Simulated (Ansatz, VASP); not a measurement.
**Y in VASP and in Ansatz**

INCAR

```
SYSTEM = Y
PREC = Accurate
ENCUT = 520
EDIFF = 1E-6
ISMEAR = 0
SIGMA = 0.05
LREAL = .False.
LASPH = .True.
NELM = 100
ALGO = Normal
ISIF = 2
LWAVE = .False.
LCHARG = .False.
GGA = PE
NBANDS = 12
```

Contents of KPOINTS:

```
regular mesh
0
Gamma
  14 14 14
  0 0 0
```

File POSCAR:

```
Y
1.0
   -2.0195363156      2.0195363156      2.0195363156
    2.0195363156     -2.0195363156      2.0195363156
    2.0195363156      2.0195363156     -2.0195363156
Y
1
Direct
    0.0000000000      0.0000000000      0.0000000000
```

Input for Ansatz:

```yaml
crystal:
  lattice:
    - [-2.0195363156, 2.0195363156, 2.0195363156]
    - [2.0195363156, -2.0195363156, 2.0195363156]
    - [2.0195363156, 2.0195363156, -2.0195363156]
  atoms:
    - { symbol: "Y", position: [0.0, 0.0, 0.0] }
basis:
  ecutwfc: 420
  ecutrho_ratio: 4
kpoints:
  mp_grid: { grid: [14, 14, 14] }
hamiltonian:
  xc: pbe
scf:
  occupations: { method: gaussian, width: 0.05 }
output:
  forces: true
  stress: true
  eigenvalues: true
```

Alike in both runs: task single point; functional PBE; k mesh 14 × 14 × 14; occupations gaussian, width 0.05 eV; no spin polarisation.

|  | VASP | Ansatz |
| --- | --- | --- |
| version | VASP 6.6.1 | Ansatz 0.2.0 |
| potentials or method | VASP PAW PBE potentials, release 64 (Y_sv) | scalar-relativistic, plane waves, PAW |
| plane-wave cutoff (eV) | 520 | 420 |
| valence electrons in the cell | 11 | 11 |

|  | VASP | Ansatz | Ansatz less VASP |
| --- | --- | --- | --- |
| gap on the k mesh at the Fermi level (eV) | none | none | - |
| pressure (GPa) | -0.1 | 0.0 | +0.10 |

A gap of «none» marks a metal or a gap that the smearing closes.
